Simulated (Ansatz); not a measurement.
Input of an Ansatz 0.2.0 run:

input.yaml

```yaml
crystal:
  lattice:
    - [0.0, 3.231, 3.231]
    - [3.231, 0.0, 3.231]
    - [3.231, 3.231, 0.0]
  atoms:
    - { symbol: Pb, position: [0.0, 0.0, 0.0] }
    - { symbol: Te, position: [0.5, 0.5, 0.5] }
kpoints:
  mp_grid: { grid: [5, 5, 5] }
  band_path:
    path:
      - [0.0, 0.0, 0.0]
      - [0.5, 0.0, 0.5]
      - [0.5, 0.25, 0.75]
      - [0.375, 0.375, 0.75]
      - [0.0, 0.0, 0.0]
      - [0.5, 0.5, 0.5]
      - [0.625, 0.25, 0.625]
      - [0.5, 0.25, 0.75]
    npoints: 8
scf:
  occupations: { method: fermi_dirac, width: 0.05 }
hamiltonian:
  xc: pbesol
  pseudopotentials: { kind: all_electron, lapw: { basis_error: 0.001 } }
magnetization:
  noncollinear: true
  spin_orbit: true
output:
  forces: true
  stress: true
  eigenvalues: true
```

Potentials or basis: all-electron LAPW, relativistic spinors.

The run is started by

```console
$ ansatz run input.yaml --threads 1 --pin off --max-ram 3072MiB --backend cpu --events-out ev --progress --plain --runs-dir out
```

What does it give for the band gap along the path?

0.14 eV, direct.

Estimate the pressure.

-0.6 GPa.

Levels at the corners of the path, in eV from the Fermi level:
| point | band 58 | band 59 | band 60 | band 61 | band 62 | band 63 |
| --- | --- | --- | --- | --- | --- | --- |
| Γ | -1.14 | -1.14 | -1.14 | 2.44 | 2.44 | 4.57 |
| X | -3.35 | -2.63 | -2.63 | 3.12 | 3.12 | 4.37 |
| W | -3.96 | -0.49 | -0.49 | 1.35 | 1.35 | 4.99 |
| K | -2.72 | -2.03 | -2.03 | 2.90 | 2.90 | 3.92 |
| Γ | -1.14 | -1.14 | -1.14 | 2.44 | 2.44 | 4.57 |
| L | -0.78 | -0.17 | -0.17 | -0.03 | -0.03 | 1.12 |
| U | -2.72 | -2.03 | -2.03 | 2.90 | 2.90 | 3.92 |
| W | -3.96 | -0.49 | -0.49 | 1.35 | 1.35 | 4.99 |

Caveat: this odd mesh misses L, where the gap lies, so gap, dielectric constants and Born charges aren't listed.

**Experimental background.**

From a printed reference work, monograph, for a bulk crystal of TePb at 4.2 K: band gap 0.19 eV (direct).

A measured gap of TePb is 0.19 eV (direct; 4.2 K; a printed reference work, monograph); the calculated 0.14 eV misses it by -0.05 eV. The value is that of PBEsol, without temperature or zero-point motion. Semilocal functionals fall short of measured gaps as a rule.
